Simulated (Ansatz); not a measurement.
# Zr (P6_3/mmc) in Ansatz: notebook

Runs on Zr. Level: PBEsol. Tasks: band structure.

Program: Ansatz 0.2.0. These are calculated values, not measurements. Logs are shortened: lines on timing, memory, paths and dates and some standing lists are left out, and cuts for length are marked.

## 1. The crystal as given

Symmetry: P6_3/mmc, No. 194, hexagonal system. Conventional cell: a = 3.232 Å, b = 3.232 Å, c = 5.147 Å, α = 90.00°, β = 90.00°, γ = 120.00°. Zr (site symmetry -6m2) has 12 Zr at 3.18 to 3.23 Å as nearest neighbours.

## 2. Band structure, PBEsol, spin-orbit coupling, no magnetisation

File input.yaml:

```yaml
crystal:
  lattice:
    - [3.232, 0.0, 0.0]
    - [-1.616, 2.798994105, 0.0]
    - [0.0, 0.0, 5.147]
  atoms:
    - { symbol: Zr, position: [0.6666666667, 0.3333333333, 0.75] }
    - { symbol: Zr, position: [0.3333333333, 0.6666666667, 0.25] }
kpoints:
  mp_grid: { grid: [7, 7, 4] }
  band_path:
    path:
      - [0.0, 0.0, 0.0]
      - [0.5, 0.0, 0.0]
      - [0.3333333333, 0.3333333333, 0.0]
      - [0.0, 0.0, 0.0]
      - [0.0, 0.0, 0.5]
      - [0.5, 0.0, 0.5]
      - [0.3333333333, 0.3333333333, 0.5]
      - [0.0, 0.0, 0.5]
    npoints: 6
scf:
  occupations: { method: fermi_dirac, width: 0.05 }
hamiltonian:
  xc: pbesol
  pseudopotentials: { kind: all_electron, lapw: { basis_error: 0.001 } }
magnetization:
  noncollinear: true
  spin_orbit: true
output:
  forces: true
  stress: true
  eigenvalues: true
```

Potentials or basis: all-electron LAPW, relativistic spinors.

The run is started by

```bash
$ ansatz run input.yaml --threads 1 --pin off --max-ram 3072MiB --backend cpu --events-out ev --progress --plain --runs-dir out
```

The program printed:

```text
Warning: RAYON_NUM_THREADS=1 ignored (pool sized by the plan → 1); use --threads N
LAPW: plane waves up to 6.804 Å⁻¹, error target 1.0e-3 eV per atom; Dirac's equation on spinors; Zr in spheres of 1.589 Å, 22 of its electrons in bands (how accurate: hamiltonian.pseudopotentials.lapw.basis_error, Limitations)
Engine: ansatz 0.2.0, aarch64-unknown-linux-gnu
Pseudopotentials: kind: all_electron
Pseudopotential: Zr, LAPW, valence charge 22, lapw/all_electron/dirac/gaussian/Zr, Dirac's equation, gaussian nucleus
Functional definition: PBEsol
  exchange = pbesol_x
  correlation = pbesol_c
non-collinear run that drives no moment, with spin-orbit: no starting moment large enough to seed its density (crystal.atoms[].spin), no starting occupations that ask for one, no magnetisation constraint and no magnetic field, so the semilocal B_xc is pinned to zero
Crystal: 2 atoms, lattice volume = 46.562 Å³
Basis set: ecut = 176.3950907101115 eV, 251 PW (Γ), exchange–correlation at level 2
Bands: 54, of which v1, the nominal top of the filled ones, is band 44 counted from 1 (43 counted from 0)
Symmetry: 24 space group operations + 24 with time reversal
Magnetic group: BNS 194.264 (UNI 1494), of the structure as read, at distance tolerance 3.6e-5 Å
k-points: 24 of 196
Non-local potential: Zr, projectors of the file, none
Initial density: superposition of atomic densities (chi_scale 0.1, normalization cell)
Initial wavefunctions: plane waves of lowest kinetic energy (no species holds an atomic orbital)
Functional: x = pbesol(κ = 0.804, μ = 0.12345679012345678), c = pbesol(β = 0.046)
iter 1 solved again at ethr=3.63e-4 eV; its pass at ethr=1.00e-1 eV (dr2=1.60e-1 eV) is discarded
SCF iter   1: F=—  HF=-195767.245237 eV  |F-HF|=—  |Δ(HF+E_count)|=         —  Δρ=1.92e-2  dr2=1.61e-1  dr2_m=0.00e0 (ungated)  ethr=3.63e-4  |M|=0.00e0 ∫|m|=0.00e0 μB  β_m=0.30  ⟨swp⟩=3.0  Hψ=8554  notcnv=0
preconditioner: auto → Kerker (q_TF=auto, 2.703 Å⁻¹)  [metal: Δε(μ)=0.085 eV  Ē_g=3.806 eV  σ=0.050 eV  W_gap=0.37  n_scr=22 (ndim 8)  ℏωp=15.4 eV  f_vac=0.000  D(μ)=2.29/eV (n_scr^D=22)]
spin=Noncollinear: Kerker preconditioning applied to the charge; magnetization (m_x, m_y, m_z) channels mix plain (no charge-response kernel on spin).
SCF iter   2: F=—  HF=-195767.108677 eV  |F-HF|=—  |Δ(HF+E_count)|=   1.37e-1  Δρ=1.43e-2  dr2=9.63e-2  dr2_m=0.00e0 (ungated)  ethr=3.63e-4  |M|=0.00e0 ∫|m|=0.00e0 μB  β_m=0.49  ⟨swp⟩=2.0  Hψ=4146  notcnv=0
SCF iter   3: F=—  HF=-195767.050085 eV  |F-HF|=—  |Δ(HF+E_count)|=   5.86e-2  Δρ=6.35e-3  dr2=2.25e-2  dr2_m=0.00e0 (ungated)  ethr=2.19e-4  |M|=0.00e0 ∫|m|=0.00e0 μB  β_m=0.72  ⟨swp⟩=2.0  Hψ=4197  notcnv=0
iter 4 solved again at ethr=4.31e-6 eV; its pass at ethr=5.12e-5 eV (dr2=1.89e-3 eV) is discarded
SCF iter   4: F=—  HF=-195767.046671 eV  |F-HF|=—  |Δ(HF+E_count)|=         —  Δρ=1.74e-3  dr2=1.89e-3  dr2_m=0.00e0 (ungated)  ethr=4.31e-6  |M|=0.00e0 ∫|m|=0.00e0 μB  β_m=0.79  ⟨swp⟩=2.0  Hψ=6637  notcnv=0
the basis was enlarged: its passes take 4.6 MiB over the memory plan, 1 of 1 planned eigensolver slots
SCF iter   5: F=—  HF=-195767.046456 eV  |F-HF|=—  |Δ(HF+E_count)|=   2.15e-4  Δρ=4.31e-4  dr2=1.06e-4  dr2_m=0.00e0 (ungated)  ethr=4.30e-6  |M|=0.00e0 ∫|m|=0.00e0 μB  β_m=0.87  ⟨swp⟩=2.1  Hψ=3992  notcnv=0
SCF iter   6: F=—  HF=-195767.046460 eV  |F-HF|=—  |Δ(HF+E_count)|=   4.32e-6  Δρ=1.63e-4  dr2=1.60e-5  dr2_m=0.00e0 (ungated)  ethr=2.41e-7  |M|=0.00e0 ∫|m|=0.00e0 μB  β_m=0.94  ⟨swp⟩=2.0  Hψ=3990  notcnv=0
SCF iter   7: F=—  HF=-195767.046459 eV  |F-HF|=—  |Δ(HF+E_count)|=   6.92e-7  Δρ=3.32e-5  dr2=8.19e-7  dr2_m=0.00e0 (ungated)  ethr=3.63e-8  |M|=0.00e0 ∫|m|=0.00e0 μB  β_m=0.97  ⟨swp⟩=2.0  Hψ=3990  notcnv=0
SCF iter   8: F=-195767.046459 eV  HF=-195767.046459 eV  |F-HF|=1.64e-8  |Δ(HF+E_count)|=   1.21e-7  Δρ=9.12e-6  dr2=4.30e-8  dr2_m=0.00e0 (ungated)  ethr=1.86e-9  |M|=0.00e0 ∫|m|=0.00e0 μB  ⟨swp⟩=2.4  Hψ=4004  notcnv=0
SCF 1 converged in 8 iterations: F = -195767.046459 eV  dr2 = 4.30e-8
NSCF: frozen V_eff on 43 k-points
SCF converged after 8 iterations
Magnetization: |M| = 0.0000 μB,  M = (+0.0000, +0.0000, +0.0000) μB
Absolute magnetization: 0.0000 μB (∫|m|)
  site 0: m = (+0.0000, +0.0000, +0.0000) μB, |m| = 0.0000 μB  (R = 1.59 Å)
  site 1: m = (+0.0000, +0.0000, +0.0000) μB, |m| = 0.0000 μB  (R = 1.59 Å)
Free energy (F): -195767.046459 eV
Harris-Foulkes:  -195767.046459 eV  (|F-HF|=1.64e-8)
Internal energy: -195767.024729 eV  (E = F + TS)
E sigma→0 (E₀):  -195767.035594 eV
Entropy (-TS):   -0.021730 eV (-10.865 meV/atom)
Fermi energy:    15.704364 eV
--- Per-component energies (eV) ---
  E_band       = -3213.583724
  E_kinetic    = 202282.254170
  E_xc         = -6110.772914
  E_electrostatic = -391938.505985  (all electrons and nuclei)
  E_smearing   = -0.021730  (= −TS)
  E_closure    = 0.000000  (closes the sum)
  E_atoms      = -195751.358328  (free atoms, spherical and without spin; not in F)
  Σ components = -195767.046459   (vs F -195767.046459, Δ=0.00e0)
  Basis errors (estimates in eV, not in F): energy 1.5e-4 per atom: plane waves 1.1e-4 (5.7e-5 summed), levels above the bands 1.3e-20, relativity 4.1e-8, radial functions 4.2e-5, core shells 6.2e-7; eigenvalues (radial functions only) 8.3e-7; not estimated: angular momenta, meshes, grids; target (lapw.basis_error) 1.0e-3; muffin-tin radii Zr 1.589 Å
--- Forces (eV/Å), atoms counted from 1 ---
  atom   1  Zr    -0.00000000     0.00000000     0.00000000
  atom   2  Zr     0.00000000     0.00000000     0.00000000
  max |Σ_I F_I| component: 9.25e-17 eV/Å
--- Stress (GPa, compression-positive) ---
       -3.148901       0.000000       0.000000
        0.000000      -3.148901       0.000000
        0.000000       0.000000      -3.269068
  P = ⅓ Tr σ = -3.1890 GPa (-31.890 kbar)
--- Band table (eV; the first three rows and the last of 24) ---
  k-point 0: bands = ["-154.5191", "-154.5191", "-154.5191", "-154.5191", "-154.4988", "-154.4988", "-154.4988", "-154.4988", "-152.0220", "-152.0220", "-152.0220", "-152.0220", "-152.0178", "-152.0178", "-152.0178", "-152.0178", "-151.9966", "-151.9966", "-151.9966", "-151.9966", "-33.0689", "-33.0689", "-32.9122", "-32.9122", "-12.3532", "-12.3532", "-11.8634", "-11.8634", "-10.7022", "-10.7022", "-10.1863", "-10.1863", "-10.0358", "-10.0358", "-10.0355", "-10.0355", "9.9756", "9.9756", "12.6048", "12.6048", "16.4513", "16.4513", "16.5501", "16.5501", "16.6525", "16.6525", "16.8208", "16.8208", "17.1380", "17.1380", "17.2517", "17.2517", "17.7484", "17.7484"]
  k-point 1: bands = ["-154.5191", "-154.5191", "-154.5191", "-154.5191", "-154.4988", "-154.4988", "-154.4988", "-154.4988", "-152.0220", "-152.0220", "-152.0220", "-152.0220", "-152.0178", "-152.0178", "-152.0178", "-152.0178", "-151.9966", "-151.9966", "-151.9966", "-151.9966", "-33.0463", "-33.0463", "-32.9355", "-32.9355", "-12.2714", "-12.2714", "-11.9248", "-11.9248", "-10.6235", "-10.6235", "-10.1645", "-10.1645", "-10.1535", "-10.1535", "-10.0578", "-10.0578", "10.4830", "10.4830", "12.5136", "12.5136", "16.0681", "16.0681", "16.2760", "16.2760", "16.2890", "16.2890", "16.3719", "16.3719", "16.8139", "16.8139", "16.9057", "16.9057", "18.4399", "18.4399"]
  k-point 2: bands = ["-154.5191", "-154.5191", "-154.5191", "-154.5191", "-154.4988", "-154.4988", "-154.4988", "-154.4988", "-152.0220", "-152.0220", "-152.0220", "-152.0220", "-152.0178", "-152.0178", "-152.0178", "-152.0178", "-151.9966", "-151.9966", "-151.9966", "-151.9966", "-32.9912", "-32.9912", "-32.9912", "-32.9912", "-12.0877", "-12.0877", "-12.0877", "-12.0877", "-10.4081", "-10.4081", "-10.4081", "-10.4081", "-10.1114", "-10.1114", "-10.1114", "-10.1114", "11.6866", "11.6866", "11.6866", "11.6866", "15.6899", "15.6899", "15.6899", "15.6899", "16.3663", "16.3663", "16.3663", "16.3663", "16.4414", "16.4414", "16.4414", "16.4414", "19.5826", "19.5826"]
  k-point 23: bands = ["-154.5191", "-154.5191", "-154.5191", "-154.5191", "-154.4988", "-154.4988", "-154.4988", "-154.4988", "-152.0220", "-152.0220", "-152.0220", "-152.0220", "-152.0178", "-152.0178", "-152.0178", "-152.0178", "-151.9966", "-151.9966", "-151.9966", "-151.9966", "-32.8980", "-32.8980", "-32.8980", "-32.8980", "-12.3474", "-12.3474", "-12.3202", "-12.3202", "-10.8067", "-10.8067", "-10.6186", "-10.6186", "-10.4419", "-10.4419", "-10.2798", "-10.2798", "13.7474", "13.7474", "13.7815", "13.7815", "14.7753", "14.7753", "14.8146", "14.8146", "15.5614", "15.5614", "15.6075", "15.6075", "17.5538", "17.5538", "17.6206", "17.6206", "20.2584", "20.2584"]
```

Run time: 79 s. Hardware: 1 thread of Arm Neoverse V2, shared host; peak memory 0.48 GiB.

Results:

- Free energy: -195767.0465 eV
- Pressure: -3.2 GPa
- Band gap along the path: none (metal or under the smearing width)

Levels at the corners of the path, in eV from the Fermi level:
| point | band 40 | band 41 | band 42 | band 43 | band 44 | band 45 | band 46 | band 47 | band 48 | band 49 |
| --- | --- | --- | --- | --- | --- | --- | --- | --- | --- | --- |
| Γ | -3.10 | 0.75 | 0.75 | 0.85 | 0.85 | 0.95 | 0.95 | 1.12 | 1.12 | 1.43 |
| M | -2.58 | -2.21 | -2.21 | -0.27 | -0.27 | 0.46 | 0.46 | 0.72 | 0.72 | 1.40 |
| K | -1.46 | -1.37 | -1.37 | -1.20 | -1.20 | 0.18 | 0.18 | 0.22 | 0.22 | 1.74 |
| Γ | -3.10 | 0.75 | 0.75 | 0.85 | 0.85 | 0.95 | 0.95 | 1.12 | 1.12 | 1.43 |
| A | -4.02 | -0.01 | -0.01 | -0.01 | -0.01 | 0.66 | 0.66 | 0.66 | 0.66 | 0.74 |
| L | -2.94 | -1.12 | -1.12 | -1.12 | -1.12 | 1.56 | 1.56 | 1.56 | 1.56 | 2.15 |
| H | -1.50 | -1.37 | -1.37 | -1.31 | -1.31 | -0.11 | -0.11 | -0.05 | -0.05 | 1.94 |
| A | -4.02 | -0.01 | -0.01 | -0.01 | -0.01 | 0.66 | 0.66 | 0.66 | 0.66 | 0.74 |

Caveat: the k mesh is thin for a metal, which can move the energy by tens of meV per atom.

## 3. Band structure, PBEsol

input.yaml: that of step 2 with these lines changed.

```diff
@@ -9,3 +9,3 @@
 kpoints:
-  mp_grid: { grid: [7, 7, 4] }
+  mp_grid: { grid: [9, 9, 5] }
   band_path:
@@ -20,3 +20,3 @@
       - [0.0, 0.0, 0.5]
-    npoints: 6
+    npoints: 8
 scf:
@@ -26,5 +26,2 @@
   pseudopotentials: { kind: all_electron, lapw: { basis_error: 0.001 } }
-magnetization:
-  noncollinear: true
-  spin_orbit: true
 output:
```

Potentials or basis: all-electron LAPW, scalar-relativistic.

The run is started by

```bash
$ ansatz run input.yaml --threads 1 --pin off --max-ram 3072MiB --backend cpu --events-out ev --progress --plain --runs-dir out
```

The program printed:

```text
Warning: RAYON_NUM_THREADS=1 ignored (pool sized by the plan → 1); use --threads N
LAPW: plane waves up to 6.749 Å⁻¹, error target 1.0e-3 eV per atom; small_component_spin mean_spin; Zr in spheres of 1.589 Å, 22 of its electrons in bands, Dirac shells [] (how accurate: hamiltonian.pseudopotentials.lapw.basis_error, Limitations)
[... 2 set-up lines as earlier in the session ...]
Pseudopotential: Zr, LAPW, valence charge 22, lapw/all_electron/scalar/gaussian/Zr, Koelling and Harmon's equation, gaussian nucleus
[... 3 set-up lines as earlier in the session ...]
Crystal: 2 atoms, lattice volume = 46.562 Å³
Basis set: ecut = 173.545371011028 eV, 251 PW (Γ), exchange–correlation at level 2
Bands: 27, of which v1, the nominal top of the filled ones, is band 22 counted from 1 (21 counted from 0)
Symmetry: 24 space group operations
Space group: P63/mmc (ITA 194), of the structure as read, at distance tolerance 3.6e-5 Å
k-points: 36 of 405
[... 2 set-up lines as earlier in the session ...]
[... 20 lines left out ...]
E sigma→0 (E₀):  -195743.844175 eV
Entropy (-TS):   -0.016692 eV (-8.346 meV/atom)
Fermi energy:    15.654104 eV
--- Per-component energies (eV) ---
  E_band       = -3214.289222
  E_kinetic    = 202165.301154
  E_xc         = -6109.404617
  E_electrostatic = -391799.732366  (all electrons and nuclei)
  E_smearing   = -0.016692  (= −TS)
  E_closure    = 0.000000  (closes the sum)
  E_atoms      = -195728.168184  (free atoms, spherical and without spin; not in F)
  Σ components = -195743.852521   (vs F -195743.852521, Δ=0.00e0)
  Basis errors (estimates in eV, not in F): energy 1.7e-4 per atom: plane waves 1.3e-4 (6.5e-5 summed), levels above the bands 8.2e-20, relativity 1.8e-8, radial functions 4.0e-5, core shells 6.1e-7; eigenvalues (radial functions only) 8.4e-7; not estimated: angular momenta, meshes, grids; target (lapw.basis_error) 1.0e-3; muffin-tin radii Zr 1.589 Å
--- Forces (eV/Å), atoms counted from 1 ---
  atom   1  Zr     0.00000000    -0.00000000     0.00000000
  atom   2  Zr     0.00000000     0.00000000     0.00000000
  max |Σ_I F_I| component: 7.40e-17 eV/Å
--- Stress (GPa, compression-positive) ---
       -3.542860       0.000000       0.000000
        0.000000      -3.542860       0.000000
        0.000000       0.000000      -2.694126
  P = ⅓ Tr σ = -3.2599 GPa (-32.599 kbar)
--- Band table (eV; the first three rows and the last of 36) ---
  k-point 0: bands = ["-153.0658", "-153.0658", "-153.0658", "-153.0658", "-153.0633", "-153.0633", "-153.0410", "-153.0410", "-153.0410", "-153.0410", "-33.0846", "-32.9281", "-11.6435", "-10.7654", "-10.7654", "-10.6247", "-10.6221", "-10.6221", "9.9744", "12.6027", "16.4982", "16.4982", "16.6525", "16.8277", "17.1929", "17.1929", "17.7686"]
  k-point 1: bands = ["-153.0658", "-153.0658", "-153.0658", "-153.0658", "-153.0633", "-153.0633", "-153.0410", "-153.0410", "-153.0410", "-153.0410", "-33.0699", "-32.9433", "-11.5521", "-10.7518", "-10.7518", "-10.7286", "-10.6359", "-10.6359", "10.3049", "12.5614", "16.2801", "16.3598", "16.3598", "16.4030", "16.9601", "16.9601", "18.2386"]
  k-point 2: bands = ["-153.0658", "-153.0658", "-153.0658", "-153.0658", "-153.0633", "-153.0633", "-153.0410", "-153.0410", "-153.0410", "-153.0410", "-33.0312", "-32.9828", "-11.3075", "-10.9934", "-10.7162", "-10.7162", "-10.6719", "-10.6719", "11.1728", "12.1353", "15.6698", "15.8788", "16.3156", "16.3156", "16.5526", "16.5526", "19.1550"]
  k-point 35: bands = ["-153.0658", "-153.0658", "-153.0658", "-153.0658", "-153.0633", "-153.0633", "-153.0410", "-153.0410", "-153.0410", "-153.0410", "-32.9107", "-32.9107", "-11.3955", "-11.3955", "-11.2235", "-11.1229", "-10.8004", "-10.8004", "14.1748", "14.2003", "14.2003", "14.4845", "15.6397", "15.6397", "17.4489", "18.0891", "20.0575"]
```

bands.tsv:

```text
# k_distance	band_0	band_1	band_2	band_3	band_4	band_5	band_6	band_7	band_8	band_9	band_10	band_11	band_12	band_13	band_14	band_15	band_16	band_17	band_18	band_19	band_20	band_21	band_22	band_23	band_24	band_25	band_26
# fermi_ev = 15.654104
[... 67 lines left out ...]
6.581280	-168.719895	-168.719895	-168.719895	-168.719895	-168.717403	-168.717403	-168.695141	-168.695141	-168.695140	-168.695140	-48.656857	-48.656857	-26.811695	-26.811695	-26.372954	-26.372954	-26.356574	-26.356574	-3.839437	-3.839437	-0.113159	-0.113159	0.721533	0.721533	0.853580	0.853580	3.905804
6.743284	-168.719895	-168.719895	-168.719895	-168.719895	-168.717403	-168.717403	-168.695141	-168.695141	-168.695141	-168.695141	-48.661139	-48.661139	-26.806256	-26.806256	-26.348222	-26.348222	-26.348222	-26.348222	-3.967701	-3.967701	0.034213	0.034213	0.746797	0.746797	0.746797	0.746797	3.939609
```

It took 11 s on 1 thread of Arm Neoverse V2, shared host; peak memory 0.28 GiB.

What came out:

- Free energy: -195743.8525 eV
- Pressure: -3.3 GPa
- Band gap along the path: none (metal or under the smearing width)

Stress tensor (GPa, compression positive):
```
-3.54  0.00  0.00
 0.00 -3.54  0.00
 0.00  0.00 -2.69
```

Levels at the corners of the path, in eV from the Fermi level:
| point | band 18 | band 19 | band 20 | band 21 | band 22 | band 23 | band 24 | band 25 | band 26 | band 27 |
| --- | --- | --- | --- | --- | --- | --- | --- | --- | --- | --- |
| Γ | -26.28 | -5.68 | -3.05 | 0.84 | 0.84 | 1.00 | 1.17 | 1.54 | 1.54 | 2.11 |
| M | -26.38 | -2.58 | -2.53 | -2.16 | -0.22 | 0.51 | 0.77 | 1.45 | 4.90 | 5.30 |
| K | -26.66 | -2.12 | -1.37 | -1.37 | -1.15 | 0.25 | 0.25 | 1.79 | 4.32 | 4.32 |
| Γ | -26.28 | -5.68 | -3.05 | 0.84 | 0.84 | 1.00 | 1.17 | 1.54 | 1.54 | 2.11 |
| A | -26.35 | -3.97 | -3.97 | 0.03 | 0.03 | 0.75 | 0.75 | 0.75 | 0.75 | 3.94 |
| L | -26.51 | -2.89 | -2.89 | -1.07 | -1.07 | 1.62 | 1.62 | 2.19 | 2.19 | 5.13 |
| H | -26.44 | -1.47 | -1.47 | -1.29 | -1.29 | -0.03 | -0.03 | 2.02 | 2.02 | 4.39 |
| A | -26.35 | -3.97 | -3.97 | 0.03 | 0.03 | 0.75 | 0.75 | 0.75 | 0.75 | 3.94 |

[end of part 1 of 2]
